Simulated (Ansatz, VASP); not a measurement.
## One calculation of Tl, two programs

```
Tl
1.0
    -1.95893    1.95893    1.95893
     1.95893   -1.95893    1.95893
     1.95893    1.95893   -1.95893
Tl
1
Cartesian
  0.0000 0.0000 0.0000
```

Alike in both runs: task single point; functional LDA; k mesh 16 × 16 × 16; occupations gaussian, width 0.1 eV; no spin polarisation.

```csv
,VASP,Ansatz
version,VASP 6.6.1,Ansatz 0.2.0
potentials or method,"VASP PAW LDA potentials, release 64 (Tl_d)","scalar-relativistic, plane waves, PAW"
plane-wave cutoff (eV),520,420
valence electrons in the cell,13,13
```

|  | VASP | Ansatz | Ansatz less VASP |
| --- | --- | --- | --- |
| gap on the k mesh at the Fermi level (eV) | none | none | - |
| pressure (GPa) | -3.2 | -3.3 | -0.05 |

A gap of «none» marks a metal or a gap that the smearing closes.

Spin-orbit coupling is left out, which matters for the levels of Tl.
